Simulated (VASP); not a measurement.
# CdTe in VASP: one cell, several levels of theory

What does VASP give for CdTe built on the zincblende prototype, under -2.0 % equal strain in all directions, the cell held fixed? Runs: PBE, r2SCAN.

Program: VASP 6.6.1. PAW datasets, plane waves. No spin polarisation and no zero-point or thermal motion.

### 1 The cell

The cell comes from an earlier relaxation with r2SCAN in another program.

Space group F-43m (No. 216), cubic; a = 6.429 Å in the conventional setting, 33.21 Å³ an atom. Around Cd lie 4 Te at 2.78 Å; around Te lie 4 Cd at 2.78 Å.

Coordinates:

Space group F-43m (No. 216). a = 6.429 Å, b = 6.429 Å, c = 6.429 Å, α = 90.00°, β = 90.00°, γ = 90.00°
| atom | site | symmetry | x | y | z |
| --- | --- | --- | --- | --- | --- |
| Cd | 4a | -43m | 0.0000 | 0.0000 | 0.0000 |
| Te | 4d | -43m | 0.2500 | 0.2500 | 0.7500 |

### 2 Single point with PBE

The input, INCAR:

```
ENCUT = 520.000000
SIGMA = 0.020000
EDIFF = 1.00e-07
GGA = PE
PREC = Accurate
IBRION = -1
ISIF = 2
ISMEAR = -1
NBANDS = 16
NELM = 120
NSW = 0
LASPH = .TRUE.
LCHARG = .TRUE.
LELF = .TRUE.
LWAVE = .FALSE.
LREAL = .FALSE.
```

The input, KPOINTS:

```
KPOINTS created by Atomic Simulation Environment
0
Gamma
6 6 6
0 0 0
```

The input, KPOINTS_OPT:

```
special points
6
Reciprocal
0.0000000000 0.0000000000 0.0000000000 1
-0.5000000000 -0.5000000000 0.0000000000 1
-0.3750000000 -0.3750000000 0.2500000000 1
-0.3750000000 0.0000000000 0.3750000000 1
0.0000000000 0.0000000000 0.5000000000 1
-0.5000000000 -0.2500000000 0.2500000000 1
```

The input, POSCAR:

```
Cd Te
 1.0000000000000000
     0.0000000000000000    3.2143560137999998    3.2143560137999998
     3.2143560137999998    0.0000000000000000    3.2143560137999998
     3.2143560137999998    3.2143560137999998    0.0000000000000000
 Cd  Te
   1   1
Cartesian
  0.0000000000000000  0.0000000000000000  0.0000000000000000
  1.6071780069000003  1.6071780069000003  1.6071780069000003
```

Potentials: the recommended PBE PAW datasets, 18 valence electrons in the neutral cell.

Run with:

```
> mpirun -np 1 vasp_std
```

Printed to the terminal (iteration lines stand in OSZICAR):

```text
POSCAR found type information on POSCAR CdTe
 POSCAR found :  2 types and       2 ions
 LDA part: xc-table for (Slater+PW92), standard interpolation
 POSCAR, INCAR and KPOINTS ok, starting setup
 FFT: planning ... GRIDC
 FFT: planning ... GRID_SOFT
 FFT: planning ... GRID
 WAVECAR not read
 entering main loop
 Start KPOINTS_OPT (optional k-point list driver)
k-point batch [1-6\6]
```

OSZICAR:

```text
N       E                     dE             d eps       ncg     rms          rms(c)
DAV:   1     0.102947210983E+03    0.10295E+03   -0.82997E+03   512   0.971E+02
DAV:   2    -0.151633656838E+01   -0.10446E+03   -0.10006E+03   592   0.243E+02
DAV:   3    -0.493519155731E+01   -0.34189E+01   -0.34144E+01   664   0.457E+01
DAV:   4    -0.496570813295E+01   -0.30517E-01   -0.30515E-01   760   0.365E+00
DAV:   5    -0.496577351087E+01   -0.65378E-04   -0.65378E-04   688   0.164E-01    0.591E+00
DAV:   6    -0.475085601986E+01    0.21492E+00   -0.36857E-01   600   0.749E+00    0.477E+00
DAV:   7    -0.473486608646E+01    0.15990E-01   -0.11148E-01   584   0.219E+00    0.178E+00
DAV:   8    -0.473574639147E+01   -0.88031E-03   -0.11480E-02   600   0.123E+00    0.489E-01
DAV:   9    -0.473605451734E+01   -0.30813E-03   -0.95320E-04   616   0.333E-01    0.120E-01
DAV:  10    -0.473611514254E+01   -0.60625E-04   -0.11558E-04   680   0.101E-01    0.560E-02
DAV:  11    -0.473615228736E+01   -0.37145E-04   -0.71603E-05   568   0.584E-02    0.329E-02
DAV:  12    -0.473615134694E+01    0.94042E-06   -0.28346E-06   632   0.155E-02    0.205E-02
DAV:  13    -0.473615109027E+01    0.25668E-06   -0.20731E-06   640   0.798E-03    0.466E-03
DAV:  14    -0.473615134865E+01   -0.25838E-06   -0.49230E-07   600   0.388E-03    0.642E-03
DAV:  15    -0.473615149749E+01   -0.14884E-06   -0.15349E-08   528   0.888E-04    0.356E-03
DAV:  16    -0.473615155533E+01   -0.57839E-07   -0.37724E-08   416   0.104E-03
   1 F= -.47361516E+01 E0= -.47361516E+01  d E =-.177688E-10
       N       E                     dE             ncg
DAV:   1     0.612253816410E+03   -0.27241E+04      200
DAV:   2     0.212909193644E+02   -0.59096E+03      240
DAV:   3    -0.136477962123E+00   -0.21427E+02      248
DAV:   4    -0.318059631224E+00   -0.18158E+00      296
DAV:   5    -0.318457689724E+00   -0.39806E-03      256
DAV:   6    -0.318465720979E+00   -0.80313E-05      288
DAV:   7    -0.318465797636E+00   -0.76657E-07      224
```

The lines after F= are the extra pass for the points of KPOINTS_OPT, at fixed density; their E is not a total energy.

Parts of OUTCAR:

```text
k-points           NKPTS =     16   k-points in BZ     NKDIM =     16   number of bands    NBANDS=     16

   NELECT =      18.0000    total number of electrons

   dimension x,y,z NGX =    36 NGY =   36 NGZ =   36
   dimension x,y,z NGXF=    72 NGYF=   72 NGZF=   72

  energy-cutoff  :      520.00
  volume of cell :       66.42
      direct lattice vectors                 reciprocal lattice vectors
     0.000000000  3.214356014  3.214356014    -0.155552153  0.155552153  0.155552153
     3.214356014  0.000000000  3.214356014     0.155552153 -0.155552153  0.155552153
     3.214356014  3.214356014  0.000000000     0.155552153  0.155552153 -0.155552153

 k-points in reciprocal lattice and weights: KPOINTS created by Atomic Simulation Env
   0.00000000  0.00000000  0.00000000       0.005
   0.16666667  0.00000000  0.00000000       0.037
   0.33333333  0.00000000  0.00000000       0.037
   0.50000000  0.00000000  0.00000000       0.019
   0.16666667  0.16666667  0.00000000       0.028
   0.33333333  0.16666667  0.00000000       0.111
   0.50000000  0.16666667  0.00000000       0.111
  -0.33333333  0.16666667  0.00000000       0.111
[... 8 more k-points ...]

 E-fermi :   2.9832

 k-point     1 :       0.0000    0.0000    0.0000
  band No.  band energies     occupation
      1      -8.7399      2.00000
      2      -5.8024      2.00000
      3      -5.8024      2.00000
      4      -5.8024      2.00000
      5      -5.5237      2.00000
      6      -5.5237      2.00000
      7       2.5752      2.00000
      8       2.5752      2.00000
      9       2.5752      2.00000
     10       3.4200      0.00000
     11       7.1568      0.00000
     12       7.1568      0.00000
     13       7.1568      0.00000
     14      10.0700      0.00000
     15      11.9731      0.00000
     16      11.9731      0.00000

 k-point     2 :       0.1667    0.0000    0.0000
  band No.  band energies     occupation
      1      -8.6345      2.00000
      2      -5.7825      2.00000
      3      -5.7825      2.00000
      4      -5.7167      2.00000
      5      -5.5251      2.00000
      6      -5.5251      2.00000
      7       0.8045      2.00000
      8       2.3351      2.00000
      9       2.3351      2.00000
     10       4.4935      0.00000
     11       7.3147      0.00000
     12       7.5062      0.00000
     13       7.5062      0.00000
     14      11.0474      0.00000
     15      11.0620      0.00000
     16      11.0620      0.00000

 k-point     3 :       0.3333    0.0000    0.0000
  band No.  band energies     occupation
      1      -8.4237      2.00000
      2      -5.7481      2.00000
      3      -5.7481      2.00000
      4      -5.5208      2.00000
      5      -5.5208      2.00000
      6      -5.4220      2.00000
      7      -1.1065      2.00000
      8       1.9359      2.00000
      9       1.9359      2.00000
     10       4.5325      0.00000
     11       7.7916      0.00000
     12       7.7916      0.00000
     13       8.9137      0.00000
     14      10.6571      0.00000
     15      11.4866      0.00000
     16      11.4866      0.00000

 k-point     4 :       0.5000    0.0000    0.0000
  band No.  band energies     occupation
      1      -8.3207      2.00000
      2      -5.7348      2.00000
      3      -5.7348      2.00000
      4      -5.5141      2.00000
      5      -5.5141      2.00000
      6      -5.1507      2.00000
      7      -1.9922      2.00000
      8       1.7631      2.00000
      9       1.7631      2.00000
     10       4.4168      0.00000
     11       7.7503      0.00000
     12       7.7503      0.00000
     13       9.6730      0.00000
     14      11.3209      0.00000
     15      12.9426      0.00000
     16      12.9426      0.00000

 k-point     5 :       0.1667    0.1667    0.0000
  band No.  band energies     occupation
      1      -8.5997      2.00000
      2      -5.7622      2.00000
      3      -5.7622      2.00000
      4      -5.7186      2.00000
      5      -5.5326      2.00000
      6      -5.5156      2.00000
      7       0.8145      2.00000
      8       1.9380      2.00000
      9       1.9380      2.00000
     10       5.1555      0.00000
     11       6.2554      0.00000
     12       8.1424      0.00000
     13       8.1424      0.00000
     14       9.7499      0.00000
     15      11.8453      0.00000
     16      12.2125      0.00000

 k-point     6 :       0.3333    0.1667    0.0000
  band No.  band energies     occupation
      1      -8.4252      2.00000
      2      -5.7356      2.00000
      3      -5.7232      2.00000
      4      -5.5808      2.00000
      5      -5.5094      2.00000
      6      -5.4478      2.00000
      7      -0.6241      2.00000
      8       1.4002      2.00000
      9       1.5118      2.00000
     10       5.4913      0.00000
     11       6.6279      0.00000
     12       8.2994      0.00000
     13       8.7198      0.00000
     14      10.5287      0.00000
     15      12.3701      0.00000
     16      12.3936      0.00000

 k-point     7 :       0.5000    0.1667    0.0000
  band No.  band energies     occupation
      1      -8.2895      2.00000
      2      -5.7198      2.00000
      3      -5.7066      2.00000
      4      -5.5416      2.00000
      5      -5.5110      2.00000
      6      -5.1257      2.00000
      7      -1.7674      2.00000
      8       0.8571      2.00000
      9       1.4269      2.00000
     10       5.3904      0.00000
     11       7.2699      0.00000
     12       8.5230      0.00000
     13       9.2203      0.00000
     14      11.4560      0.00000
     15      12.6648      0.00000
     16      13.0306      0.00000

 k-point     8 :      -0.3333    0.1667    0.0000
  band No.  band energies     occupation
      1      -8.3229      2.00000
      2      -5.7216      2.00000
      3      -5.7209      2.00000
      4      -5.5277      2.00000
      5      -5.5267      2.00000
      6      -5.2173      2.00000
      7      -1.4877      2.00000
      8       0.7143      2.00000
      9       1.7380      2.00000
     10       5.4534      0.00000
     11       7.5155      0.00000
     12       8.2099      0.00000
     13       9.0102      0.00000
     14      11.0777      0.00000
     15      11.8112      0.00000
     16      13.0025      0.00000

 k-point     9 :      -0.1667    0.1667    0.0000
  band No.  band energies     occupation
      1      -8.4943      2.00000
      2      -5.7596      2.00000
      3      -5.7443      2.00000
      4      -5.5829      2.00000
      5      -5.5343      2.00000
      6      -5.4996      2.00000
      7      -0.2011      2.00000
      8       1.2625      2.00000
      9       2.2094      2.00000
     10       5.3126      0.00000
     11       7.2951      0.00000
     12       7.7375      0.00000
     13       8.0839      0.00000
     14      10.3044      0.00000
     15      11.6079      0.00000
     16      12.4164      0.00000

 k-point    10 :       0.3333    0.3333    0.0000
  band No.  band energies     occupation
      1      -8.3239      2.00000
      2      -5.6744      2.00000
      3      -5.6744      2.00000
      4      -5.6248      2.00000
      5      -5.4993      2.00000
      6      -5.3254      2.00000
      7      -0.9788      2.00000
      8       1.0068      2.00000
      9       1.0068      2.00000
     10       5.2745      0.00000
     11       5.7382      0.00000
     12      10.0095      0.00000
     13      10.1513      0.00000
     14      10.1513      0.00000
     15      12.8732      0.00000
     16      14.7098      0.00000

 k-point    11 :       0.5000    0.3333    0.0000
  band No.  band energies     occupation
      1      -8.2258      2.00000
      2      -5.6742      2.00000
      3      -5.6516      2.00000
      4      -5.5955      2.00000
      5      -5.5004      2.00000
      6      -5.0549      2.00000
      7      -1.6376      2.00000
      8       0.3211      2.00000
      9       0.8683      2.00000
     10       5.3796      0.00000
     11       6.2945      0.00000
     12       9.6297      0.00000
     13      10.3324      0.00000
     14      11.8088      0.00000
     15      13.3207      0.00000
     16      14.1919      0.00000

 k-point    12 :      -0.3333    0.3333    0.0000
  band No.  band energies     occupation
      1      -8.2263      2.00000
      2      -5.6947      2.00000
      3      -5.6723      2.00000
      4      -5.5536      2.00000
      5      -5.5190      2.00000
      6      -4.9879      2.00000
      7      -1.6804      2.00000
      8      -0.1505      2.00000
      9       1.1907      2.00000
     10       5.6217      0.00000
     11       7.7507      0.00000
     12       9.4527      0.00000
     13       9.6559      0.00000
     14      10.1101      0.00000
     15      11.6126      0.00000
     16      14.8768      0.00000

[... the tables of k-points 13 to 16 left out ...]

  Total        1.6340200      1.6340200      1.6340200     -0.0000000      0.0000000      0.0000000
  in kB       39.4145005     39.4145005     39.4145005     -0.0000000      0.0000000      0.0000000
  external PRESSURE =      39.4145005 kB  Pullay stress =       0.0000000 kB

 POSITION                                       TOTAL-FORCE (eV/Angst)
 -----------------------------------------------------------------------------------
      0.00000      0.00000      0.00000        -0.000000     -0.000000     -0.000000
      1.60718      1.60718      1.60718         0.000000      0.000000      0.000000
 -----------------------------------------------------------------------------------
    total drift:                               -0.000000     -0.000000     -0.000000

  FREE ENERGIE OF THE ION-ELECTRON SYSTEM (eV)
  ---------------------------------------------------
  free  energy   TOTEN  =        -4.7361515553 eV

  energy  without entropy=       -4.7361515553  energy(sigma->0) =       -4.73615156
```

It took 31 s on 1 MPI rank of Intel Xeon Platinum 8488C, shared host; peak memory 0.22 GiB.

The levels at the points of KPOINTS_OPT are read from vasprun.xml.

Near the gap, in eV above the top of the last filled band v; c is the band after it:

| point | v−1 | v | c | c+1 |
| --- | --- | --- | --- | --- |
| Γ | 0.00 | 0.00 | 0.84 | 4.58 |
| X | -1.95 | -1.95 | 2.55 | 2.66 |
| U | -2.67 | -1.62 | 2.88 | 4.55 |
| K | -2.67 | -1.62 | 2.88 | 4.55 |
| L | -0.81 | -0.81 | 1.84 | 5.18 |
| W | -2.42 | -2.30 | 4.34 | 4.67 |

Gap with PBE: 0.84 eV, direct (Γ). The pressure is 3.94 GPa; the forces vanish within 0.01 eV/Å.

Axes a, b and c in the maps are those of this run's conventional cell (a, b, c = 6.429, 6.429, 6.429 Å).

Density in a lattice plane of the grid's cell (edges 6.43 and 6.43 Å, at 0.000 of the third edge), which holds Cd.

Ten even steps from '0' (0.01 e/Å³) to '9' (9.89 e/Å³):
```
752000000000000000000125
221000000000000000000012
000000000000000000000000
000000000000000000000000
000000000000000000000000
000000000000000000000000
000000000000000000000000
000000000012221000000000
000000000025752100000000
000000000147974100000000
000000000125752000000000
000000000012221000000000
000000000000000000000000
000000000000000000000000
000000000000000000000000
000000000000000000000000
000000000000000000000000
221000000000000000000012
752100000000000000000025
974100000000000000000147
```
Columns run along the first of these edges and rows up along the second, over one cell in 24 and 20 even steps from the bottom left corner. Atoms in the plane (fractional): Cd at (0.00, 0.00), Cd at (0.50, 0.50).

ELF in the same plane.

Values, 12 rows by 12 columns:
```
0.08 0.24 0.19 0.21 0.13 0.04 0.01 0.04 0.13 0.21 0.19 0.24
0.22 0.19 0.29 0.44 0.35 0.13 0.05 0.13 0.35 0.44 0.29 0.19
0.14 0.21 0.44 0.56 0.44 0.21 0.14 0.21 0.44 0.56 0.44 0.21
0.05 0.13 0.35 0.44 0.29 0.19 0.22 0.19 0.29 0.44 0.35 0.13
0.01 0.04 0.13 0.21 0.19 0.24 0.08 0.24 0.19 0.21 0.13 0.04
0.01 0.01 0.05 0.14 0.22 0.08 0.08 0.08 0.22 0.14 0.05 0.01
0.01 0.04 0.13 0.21 0.19 0.24 0.08 0.24 0.19 0.21 0.13 0.04
0.05 0.13 0.35 0.44 0.29 0.19 0.22 0.19 0.29 0.44 0.35 0.13
0.14 0.21 0.44 0.56 0.44 0.21 0.14 0.21 0.44 0.56 0.44 0.21
0.22 0.19 0.29 0.44 0.35 0.13 0.05 0.13 0.35 0.44 0.29 0.19
0.08 0.24 0.19 0.21 0.13 0.04 0.01 0.04 0.13 0.21 0.19 0.24
0.08 0.08 0.22 0.14 0.05 0.01 0.01 0.01 0.05 0.14 0.22 0.08
```
Columns run along the first of these edges and rows up along the second, over one cell in 12 and 12 even steps from the bottom left corner. Atoms in the plane (fractional): Cd at (0.00, 0.00), Cd at (0.50, 0.50).

Both are smooth fields of the valence electrons: close to the nuclei they are not physical.

Outside the cores ELF peaks at 0.87 in the shell around Te, 0.9 Å from Te.

[end of part 1 of 2]
